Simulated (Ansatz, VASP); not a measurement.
## Two plane-wave programs on Re

```
Re
1.0
     1.36522    0.78821    6.60808
    -1.36522    0.78821    6.60808
     0.00000   -1.57642    6.60808
Re
3
Direct
  0.77783 0.77783 0.77783
  0.22217 0.22217 0.22217
  0.00000 0.00000 0.00000
```

Change from the starting cell: volume scaled by 0.96.

Alike in both runs: task single point; functional PBE; k mesh 11 × 11 × 11; occupations fermi-dirac, width 0.05 eV; no spin polarisation.

|  | VASP | Ansatz |
| --- | --- | --- |
| version | VASP 6.6.1 | Ansatz 0.2.0 |
| potentials or method | VASP PAW PBE potentials, release 64 (Re) | Ansatz PAW |
| plane-wave cutoff (eV) | 520 | 420 |
| valence electrons in the cell | 21 | 45 |

VASP gave:

| Quantity | Value |
| --- | --- |
| gap on the k mesh at the Fermi level (eV) | none |
| pressure (GPa) | 20.5 |
| largest component of the traceless stress (GPa) | 0.03 |

Estimate Ansatz's values.

gap on the k mesh at the Fermi level (eV): none; pressure (GPa): 20.7; largest component of the traceless stress (GPa): 0.10.

A gap of «none» marks a metal or a gap that the smearing closes. The two sets of potentials don't hold the same shells in valence.

Spin-orbit coupling is left out, which matters for the levels of Re.
